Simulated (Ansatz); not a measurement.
**Rb: a single-point run**

Aim: a sound single-point run of Rb.

Computed with Ansatz 0.2.0 (DFT, PBE, all-electron PAW with datasets made for the crystal, scalar-relativistic, unless a step's input says otherwise).

### 1 The structure to begin with

It takes space group R-3m (No. 166, trigonal). The conventional cell has a = 8.056 Å, b = 8.056 Å, c = 4.714 Å, α = 90.00°, β = 90.00°, γ = 120.00°.

As a file:

```xyz
1
Lattice="-2.8902 2.8060 2.8060 2.8060 -2.8902 2.8060 2.8060 2.8060 -2.8902" Properties=species:S:1:pos:R:3 pbc="T T T"
Rb    0.0000    0.0000    0.0000
```

### 2 The calculation

input.yaml

```yaml
crystal:
  lattice:
    - [-2.89018, 2.806, 2.806]
    - [2.806, -2.89018, 2.806]
    - [2.806, 2.806, -2.89018]
  atoms:
    - { symbol: Rb, position: [0.0, 0.0, 0.0] }
kpoints:
  mp_grid: { grid: [8, 8, 8] }
scf:
  occupations: { method: fermi_dirac, width: 0.05 }
  max_iter: 60
hamiltonian:
  xc: pbe
  pseudopotentials: { kind: all_electron, datasets: crystal }
output:
  forces: true
  stress: true
  eigenvalues: true
  efg: { contact_densities: true }
magnetization:
  spin_polarized: true
  initial_magnetization: 15
```

Started as:

```sh
$ ansatz run input.yaml --threads 1 --pin off --max-ram 2048MiB --backend cpu --events-out ev --progress --plain --runs-dir out
```

What happens when this is run?

The run converged and reported no error, with warnings (crystal datasets made, gradients without spin orbit, seeded moment not kept). Its log warns: «the starting moments were not kept: the SCF closed with an absolute magnetisation of 8.9e-7 μB, where they sum to 15 μB in size (1 site) ...»

The suspect setting: magnetization.spin_polarized is true; magnetization.initial_magnetization is 15. What could go wrong: unrealistic starting moment. The run ends with a total moment of 0.00 μB. The run converged, but that does not make its result sound.

Run again and compare: delete magnetization.spin_polarized and magnetization.initial_magnetization (the default then holds).
